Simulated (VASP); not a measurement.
# MoS2 in VASP: a series of runs, part 2 of 2

VASP 6.6.1.

## (3) Single point, PBE0

POSCAR

```
MoS2
1.0
    3.1841260822      0.0000000000      0.0000000000
   -1.5920630411      2.7575340760      0.0000000000
    0.0000000000      0.0000000000     17.3345999500
Mo S
1 2
Direct
    0.0000000000      0.0000000000      0.0000000000
    0.3333333333      0.6666666667      0.9105070200
    0.3333333333      0.6666666667      0.0894929800
```

INCAR.step1

```
SYSTEM = MoS2
PREC     = Accurate       ! precision mode
ENCUT    = 250            ! plane-wave cutoff, eV
EDIFF    = 1E-5           ! SCF threshold, eV
ISMEAR   = 0              ! smearing method
SIGMA    = 0.01           ! smearing width, eV
LREAL    = .FALSE.        ! projectors in reciprocal space
LASPH    = .TRUE.         ! aspherical terms in the spheres
NELM     = 100            ! most SCF steps
ALGO     = Normal         ! electronic algorithm
ISIF     = 2              ! what is computed and relaxed
LWAVE    = .TRUE.         ! write WAVECAR
NKRED    = 1            
NBANDS   = 21             ! bands
GGA      = PE             ! functional
```

INCAR.step2

```
SYSTEM = MoS2
PREC     = Accurate       ! precision mode
ENCUT    = 250            ! plane-wave cutoff, eV
EDIFF    = 1E-6           ! SCF threshold, eV
ISMEAR   = 0              ! smearing method
SIGMA    = 0.01           ! smearing width, eV
LREAL    = .FALSE.        ! projectors in reciprocal space
LASPH    = .TRUE.         ! aspherical terms in the spheres
NELM     = 100            ! most SCF steps
ALGO     = Normal         ! electronic algorithm
ISIF     = 2              ! what is computed and relaxed
LWAVE    = .FALSE.        ! write WAVECAR
LCHARG   = .FALSE.        ! write CHGCAR
GGA      = PE             ! functional
LHFCALC  = .TRUE.         ! exact exchange
AEXX     = 0.25           ! exact-exchange fraction
PRECFOCK = Fast         
NKRED    = 1            
NBANDS   = 21             ! bands
ISTART   = 1
```

KPOINTS

```
Automatic mesh
0
G
  5 5 1
  0 0 0
```

Potentials or basis: VASP PAW PBE potentials, release 64 (Mo_sv, S).

Command:

```sh
$ cat potpaw_PBE.64/Mo_sv/POTCAR potpaw_PBE.64/S/POTCAR > POTCAR
$ cp INCAR.step1 INCAR
$ mpirun -np 1 vasp_std > vasp.out
$ cp INCAR.step2 INCAR
$ mpirun -np 1 vasp_std > vasp.out
```

OUTCAR:

```text
SYSTEM = MoS2
   PREC = Accurate
   ENCUT = 250
   EDIFF = 1E-6
   ISMEAR = 0
   LREAL = .FALSE.
   LASPH = .TRUE.
   NELM = 100
   ISIF = 2
   GGA = PE
   LHFCALC = .TRUE.
   AEXX = 0.25
   PRECFOCK = Fast
   NKRED = 1
   ISTART = 1

 Found      5 irreducible k-points:

 Following reciprocal coordinates:
            Coordinates               Weight
  0.000000  0.000000  0.000000      1.000000
[... 207 lines left out ...]

  FORCE on cell =-STRESS in cart. coord.  units (eV):
  Direction    XX          YY          ZZ          XY          YZ          ZX
  --------------------------------------------------------------------------------------
  -------------------------------------------------------------------------------------
  Total       -2.5393436     -2.5393436     -2.1367450      0.0000000      0.0000000      0.0000000
  in kB      -26.7305001    -26.7305001    -22.4925297      0.0000000      0.0000000      0.0000000
  external PRESSURE =     -25.3178433 kB  Pullay stress =       0.0000000 kB

 VOLUME and BASIS-vectors are now :
 -----------------------------------------------------------------------------
  energy-cutoff  :      250.00
  volume of cell :      152.20
      direct lattice vectors                 reciprocal lattice vectors
     3.184126082  0.000000000  0.000000000     0.314057915  0.181321422  0.000000000
    -1.592063041  2.757534076  0.000000000     0.000000000  0.362642844  0.000000000
     0.000000000  0.000000000 17.334599950     0.000000000  0.000000000  0.057688092

 POSITION                                       TOTAL-FORCE (eV/Angst)
 -----------------------------------------------------------------------------------
      0.00000      0.00000      0.00000        -0.000000      0.000000      0.000000
     -0.00000      1.83836     15.78327         0.000000     -0.000000      0.270326
     -0.00000      1.83836      1.55133         0.000000     -0.000000     -0.270326
 -----------------------------------------------------------------------------------
    total drift:                               -0.000038      0.000022      0.000000

  FREE ENERGIE OF THE ION-ELECTRON SYSTEM (eV)
  ---------------------------------------------------
  free  energy   TOTEN  =       -28.3930737525 eV

  energy  without entropy=      -28.3930737525  energy(sigma->0) =      -28.39307375
```

OSZICAR.step1:

```text
N       E                     dE             d eps       ncg     rms          rms(c)
DAV:   1     0.891497202070E+02    0.89150E+02   -0.92501E+03   290   0.603E+02
DAV:   2    -0.178105828133E+02   -0.10696E+03   -0.10562E+03   285   0.181E+02
DAV:   3    -0.232193229382E+02   -0.54087E+01   -0.53664E+01   255   0.352E+01
[... 12 lines left out ...]
DAV:  16    -0.218013293775E+02   -0.49182E-04   -0.12121E-05   219   0.118E-02    0.877E-03
DAV:  17    -0.218013620797E+02   -0.32702E-04   -0.26803E-06   192   0.869E-03    0.541E-03
DAV:  18    -0.218013967669E+02   -0.34687E-04   -0.11266E-06   187   0.477E-03    0.165E-03
DAV:  19    -0.218014204321E+02   -0.23665E-04   -0.13913E-06   185   0.339E-03    0.592E-04
DAV:  20    -0.218014272738E+02   -0.68417E-05   -0.32146E-07   153   0.180E-03
   1 F= -.21801427E+02 E0= -.21801427E+02  d E =-.333347E-57
```

Run time: 61 s. Hardware: 1 thread of Intel Xeon 6975P-C (Granite Rapids), shared host; peak memory 0.15 GiB.

The run converged, but a check on its numbers failed (symmetry, net force, bounds or a known fault of this set-up), so they aren't taken as properties of the slab.

Caveat: the k mesh is coarse (spacing up to 0.46 Å⁻¹), so the values aren't converged, least of all with exact exchange; the cutoff lies under the usual one of these potentials, so the numbers hold a large basis-set error; the PAW data sets were made with another functional, which shifts forces and pressure a little.

## (4) Single point, PBE0

POSCAR is that of step 3.

INCAR.step1, as its differences from that of step 3:

```diff
@@ -2,3 +2,3 @@
 PREC     = Accurate       ! precision mode
-ENCUT    = 250            ! plane-wave cutoff, eV
+ENCUT    = 350            ! plane-wave cutoff, eV
 EDIFF    = 1E-5           ! SCF threshold, eV
```

INCAR.step2, as its differences from that of step 3:

```diff
@@ -2,3 +2,3 @@
 PREC     = Accurate       ! precision mode
-ENCUT    = 250            ! plane-wave cutoff, eV
+ENCUT    = 350            ! plane-wave cutoff, eV
 EDIFF    = 1E-6           ! SCF threshold, eV
```

KPOINTS is that of step 3.

Command:

```sh
$ cat potpaw_PBE.64/Mo_sv/POTCAR potpaw_PBE.64/S/POTCAR > POTCAR
$ cp INCAR.step1 INCAR
$ mpirun -np 1 vasp_std > vasp.out
$ cp INCAR.step2 INCAR
$ mpirun -np 1 vasp_std > vasp.out
```

Run time: 1.7 min. Hardware: 1 thread of Intel Xeon 6975P-C (Granite Rapids), shared host; peak memory 0.2 GiB.

These settings aren't checked as converged: the numbers below hold their error.

What came out:

```yaml
Free_energy: -28.4396 eV
Largest_force: 0.306 eV/Å
Band_gap_on_the_k_mesh: 3.28 eV, indirect (least direct gap 3.59 eV)
```

Caveat: the k mesh is coarse (spacing up to 0.46 Å⁻¹), so the values aren't converged, least of all with exact exchange; the PAW data sets were made with another functional, which shifts forces and pressure a little.

## (5) Single point, PBE0

POSCAR is that of step 4.

INCAR.step1, as its differences from that of step 4:

```diff
@@ -2,3 +2,3 @@
 PREC     = Accurate       ! precision mode
-ENCUT    = 350            ! plane-wave cutoff, eV
+ENCUT    = 300            ! plane-wave cutoff, eV
 EDIFF    = 1E-5           ! SCF threshold, eV
```

INCAR.step2, as its differences from that of step 4:

```diff
@@ -2,3 +2,3 @@
 PREC     = Accurate       ! precision mode
-ENCUT    = 350            ! plane-wave cutoff, eV
+ENCUT    = 300            ! plane-wave cutoff, eV
 EDIFF    = 1E-6           ! SCF threshold, eV
```

KPOINTS

```
Automatic mesh
0
G
  6 6 1
  0 0 0
```

Command:

```sh
$ cat potpaw_PBE.64/Mo_sv/POTCAR potpaw_PBE.64/S/POTCAR > POTCAR
$ cp INCAR.step1 INCAR
$ mpirun -np 1 vasp_std > vasp.out
$ cp INCAR.step2 INCAR
$ mpirun -np 1 vasp_std > vasp.out
```

Run time: 3.3 min. Hardware: 1 thread of Intel Xeon 6975P-C (Granite Rapids), shared host; peak memory 0.17 GiB.

These settings aren't checked as converged: the numbers below hold their error.

Results:

```
Free energy            : -28.4196 eV
Largest force          : 0.301 eV/Å
Band gap on the k mesh : 2.81 eV, direct
```

Caveat: the cutoff is under 1.25 times the usual one of these potentials, so pressure, stress and relaxed cells hold a basis-set (Pulay) error; the PAW data sets were made with another functional, which shifts forces and pressure a little.
